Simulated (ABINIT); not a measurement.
# C (Fd-3m) in ABINIT: settings compared

Aim: see how the results for C move with the level of theory and the settings. Levels: PBE, LDA. Tasks: single point, relaxation of cell and atoms.

Program: ABINIT 10.8.3 (patched build). These are calculated values, not measurements. Logs are shortened: lines on timing, memory, paths and dates and some standing lists are left out, and cuts for length are marked. The log counts tension as positive stress, the text compression.

## 1. Starting point

The structure is cubic, space group Fd-3m (No. 227). Conventional cell: a = 3.567 Å, b = 3.567 Å, c = 3.567 Å, α = 90.00°, β = 90.00°, γ = 90.00°. Around C (site symmetry -43m) lie 4 C at 1.54 Å.

This isn't the form of C at room conditions, which is graphite.

## 2. Single point, PBE

File run.abi:

```
pp_dirpath "./"
pseudos "06_C_4_1.2_1.2_pbe_n_v1.0.psp8"

acell 3*1.0
rprim
     0.0000000000     3.3700808789     3.3700808789
     3.3700808789     0.0000000000     3.3700808789
     3.3700808789     3.3700808789     0.0000000000
ntypat 1
znucl 6
natom 2
typat 1 1
xred
     0.7500000000     0.7500000000     0.7500000000
     0.5000000000     0.5000000000     0.5000000000

ecut 30.0

kptopt 1
ngkpt 10 10 10
nshiftk 1
shiftk 0.0 0.0 0.0

ixc 11

nband 8
occopt 3
tsmear 0.05 eV

nstep 100
tolvrs 1.0e-10

iomode 3
prtwf 0
prtden 0
prteig 0
prtebands 0
enunit 2
```

Potentials or basis: SPMS NC PBE v1.0.

Run with:

```bash
abinit run.abi > log 2>&1
```

run.abo:

```text
.Version 10.8.3 of ABINIT
 Symmetries : space group Fd -3 m (#227); Bravais cF (face-center cubic)
================================================================================
 Values of the parameters that define the memory need of the present run
     intxc =       0    ionmov =       0      iscf =       7    lmnmax =       4
     lnmax =       4     mgfft =      24  mpssoang =       2    mqgrid =    3001
     natom =       2  nloc_mem =       1    nspden =       1   nspinor =       1
    nsppol =       1      nsym =      48    n1xccc =    2501    ntypat =       1
    occopt =       3   xclevel =       2
       mpw =         612          nfft =       13824          nkpt =          47
================================================================================
================================================================================

--------------------------------------------------------------------------------
------------- Echo of variables that govern the present computation ------------
--------------------------------------------------------------------------------
 -outvars: echo values of preprocessed input variables --------
            acell      1.0000000000E+00  1.0000000000E+00  1.0000000000E+00 Bohr
              amu      1.20110000E+01
             ecut      3.00000000E+01 Hartree
           enunit           2
              ixc          11
         kptrlatt       10    0    0      0   10    0      0    0   10
          kptrlen      4.76601409E+01
            natom           2
            nband           8
            ngfft          24      24      24
             nkpt          47
            nstep         100
             nsym          48
           ntypat           1
           occopt           3
           prtden           0
        prtebands           0
           prteig           0
            prtwf           0
            rprim      0.0000000000E+00  3.3700808789E+00  3.3700808789E+00
                       3.3700808789E+00  0.0000000000E+00  3.3700808789E+00
                       3.3700808789E+00  3.3700808789E+00  0.0000000000E+00
          spgroup         227
           tolvrs      1.00000000E-10
           tsmear      1.83746611E-03 Hartree
            typat      1  1
           xangst      2.6750549982E+00  2.6750549982E+00  2.6750549982E+00
                       1.7833699988E+00  1.7833699988E+00  1.7833699988E+00
            xcart      5.0551213184E+00  5.0551213184E+00  5.0551213184E+00
                       3.3700808789E+00  3.3700808789E+00  3.3700808789E+00
             xred      7.5000000000E-01  7.5000000000E-01  7.5000000000E-01
                       5.0000000000E-01  5.0000000000E-01  5.0000000000E-01
            znucl        6.00000

================================================================================

 chkinp: Checking input parameters for consistency.

[... 90 lines left out ...]
    1        2.00000          4.70153761
    2        2.00000          4.70153761
================================================================================

 ----iterations are completed or convergence reached----

 Mean square residual over all n,k,spin=   26.900E-12; max=  44.012E-10
 reduced coordinates (array xred) for    2 atoms
       0.750000000000      0.750000000000      0.750000000000
       0.500000000000      0.500000000000      0.500000000000
 rms dE/dt=  1.0283E-28; max dE/dt=  2.0195E-28; dE/dt below (all hartree)
    1       0.000000000000     -0.000000000000     -0.000000000000
    2      -0.000000000000      0.000000000000      0.000000000000

 cartesian coordinates (angstrom) at end:
    1      2.67505499820596     2.67505499820596     2.67505499820596
    2      1.78336999880397     1.78336999880397     1.78336999880397

 cartesian forces (hartree/bohr) at end:
    1      0.00000000000000    -0.00000000000000     0.00000000000000
    2     -0.00000000000000     0.00000000000000    -0.00000000000000
 frms,max,avg= 2.5787141E-29 3.9949267E-29   0.000E+00  0.000E+00  0.000E+00 h/b

 cartesian forces (eV/Angstrom) at end:
    1      0.00000000000000    -0.00000000000000     0.00000000000000
    2     -0.00000000000000     0.00000000000000    -0.00000000000000
 frms,max,avg= 1.3260281E-27 2.0542739E-27   0.000E+00  0.000E+00  0.000E+00 e/A
 length scales=  1.000000000000  1.000000000000  1.000000000000 bohr
              =  0.529177210544  0.529177210544  0.529177210544 angstroms
 Fermi (or HOMO) energy (hartree) =   0.48225   Average Vxc (hartree)=  -0.49374
 Eigenvalues (hartree) for nkpt=  47  k points:
 kpt#   1, nband=  8, wtk=  0.00100, kpt=  0.0000  0.0000  0.0000 (reduced coord)
  -0.41198    0.37813    0.37813    0.37813    0.58523    0.58523    0.58523    0.86732
      occupation numbers for kpt#   1
   2.00000    2.00000    2.00000    2.00000    0.00000    0.00000    0.00000    0.00000
 prteigrs : prtvol=0 or 1, do not print more k-points.

 Fermi (or HOMO) energy (eV) =  13.12276   Average Vxc (eV)= -13.43522
 Eigenvalues (   eV  ) for nkpt=  47  k points:
 kpt#   1, nband=  8, wtk=  0.00100, kpt=  0.0000  0.0000  0.0000 (reduced coord)
 -11.21049   10.28955   10.28955   10.28955   15.92483   15.92483   15.92483   23.60091
 prteigrs : prtvol=0 or 1, do not print more k-points.

--- !EnergyTerms
iteration_state     : {dtset: 1, }
comment             : Components of total free energy in Hartree
kinetic             :  8.45853606721843E+00
hartree             :  9.64597980321900E-01
xc                  : -4.33889646390549E+00
Ewald energy        : -1.27873442512753E+01
psp_core            :  9.04978441271032E-01
local_psp           : -4.67329040865290E+00
non_local_psp       : -5.62635459195124E-01
internal            : -1.20340540942174E+01
'-kT*entropy'       :  3.20069846255845E-17
total_energy        : -1.20340540942174E+01
total_energy_eV     : -3.27463294062780E+02
band_energy         :  3.82738409311400E-01
...

 Cartesian components of stress tensor (hartree/bohr^3)
  sigma(1 1)=  1.99874117E-04  sigma(3 2)=  0.00000000E+00
  sigma(2 2)=  1.99874117E-04  sigma(3 1)=  0.00000000E+00
  sigma(3 3)=  1.99874117E-04  sigma(2 1)=  0.00000000E+00

-Cartesian components of stress tensor (GPa)         [Pressure= -5.8805E+00 GPa]
- sigma(1 1)=  5.88049954E+00  sigma(3 2)=  0.00000000E+00
- sigma(2 2)=  5.88049954E+00  sigma(3 1)=  0.00000000E+00
- sigma(3 3)=  5.88049954E+00  sigma(2 1)=  0.00000000E+00

== END DATASET(S) ==============================================================
================================================================================

 -outvars: echo values of variables after computation  --------
            acell      1.0000000000E+00  1.0000000000E+00  1.0000000000E+00 Bohr
           etotal     -1.2034054094E+01
            fcart      3.9949267093E-29 -1.9974633547E-29  1.4012984643E-45
                      -3.9949267093E-29  1.9974633547E-29 -1.4012984643E-45
            rprim      0.0000000000E+00  3.3700808789E+00  3.3700808789E+00
                       3.3700808789E+00  0.0000000000E+00  3.3700808789E+00
                       3.3700808789E+00  3.3700808789E+00  0.0000000000E+00
           strten      1.9987411697E-04  1.9987411697E-04  1.9987411697E-04
                       0.0000000000E+00  0.0000000000E+00  0.0000000000E+00
           xangst      2.6750549982E+00  2.6750549982E+00  2.6750549982E+00
                       1.7833699988E+00  1.7833699988E+00  1.7833699988E+00
             xred      7.5000000000E-01  7.5000000000E-01  7.5000000000E-01
                       5.0000000000E-01  5.0000000000E-01  5.0000000000E-01
 Calculation completed.
```

It took 4.1 s on 1 thread of Arm Neoverse V1, shared host; peak memory 0.06 GiB.

Results:

```
Free energy                                       : -327.4633 eV
Band gap on the k mesh                            : 4.22 eV, indirect (least direct gap 5.64 eV)
All electrons inside the program's atomic spheres : C 4.70 (radii [1.0584] Å)
```

Caveat: the cutoff is too short for stress, so the log's stress isn't used. A k mesh can miss the band edges.

## 3. Relaxation of cell and atoms, LDA

File run.abi:

```
# Pseudopotentials
pp_dirpath "./"
pseudos "C.upf"

# Structure
acell 4.7660140852 4.7660140852 4.7660140852
rprim
     0.0000000000     0.7071067812     0.7071067812
     0.7071067812     0.0000000000     0.7071067812
     0.7071067812     0.7071067812     0.0000000000
ntypat 1
znucl 6
natom 2
typat 1 1
chkprim 0
chksymtnons 0
tolsym 1.0e-6
xred
            3/4            3/4            3/4
            1/2            1/2            1/2

# Plane-wave basis
ecut 41.0
ecutsm 0.5

# k points
kptopt 1
ngkpt 10 10 10
nshiftk 1
shiftk 0.0 0.0 0.0

# Exchange and correlation
ixc 7

# Bands and occupations
nband 8
occopt 3
tsmear 0.05 eV

# SCF cycle
nstep 80
tolvrs 1.0e-12

# Output
iomode 3
prteig 0
prtebands 0
prtwf 0
prtden 0

# Relaxation
ionmov 2
optcell 2
ntime 50
tolmxf 2.0e-5
dilatmx 1.08
```

Potentials or basis: PseudoDojo NC SR LDA v0.4.1 standard.

Run with:

```bash
abinit run.abi > log 2>&1
```

Run time: 28 s. Hardware: 1 thread of Arm Neoverse V1, shared host; peak memory 0.07 GiB.

Results (log left out):

- Free energy: -328.2892 eV
- Relaxed volume: 5.53 Å³/atom
- Relaxed cell: a = 2.502 Å, b = 2.502 Å, c = 2.502 Å, α = 60.00°, β = 60.00°, γ = 60.00°
- Space group after relaxing (to 0.05 Å): Fd-3m (No. 227)
- Energy gained by relaxing: 4.8 meV/atom
- Ionic steps: 4
- Pressure after relaxing: 0.0 GPa
- Band gap on the k mesh: 4.24 eV, indirect (least direct gap 5.63 eV)

The path:
```
step  energy change (eV)  largest force (eV/Å)  pressure (GPa)  volume (Å³)
   1              0.0000                0.0000          -10.91        11.34
   2             -0.0082                0.0000            4.27        10.97
   3             -0.0095                0.0000           -0.11        11.07
   4             -0.0095                0.0000            0.00        11.07
```

Final structure:
```
C
1.0
     0.00000    1.76883    1.76883
     1.76883    0.00000    1.76883
     1.76883    1.76883    0.00000
C
2
Direct
  0.75000 0.75000 0.75000
  0.50000 0.50000 0.50000
```

## 4. Against experiment

Step 3. The cell as given is a measured one (5.67 Å³/atom); LDA puts the equilibrium volume -2.4 % from it, thermal expansion not counted.
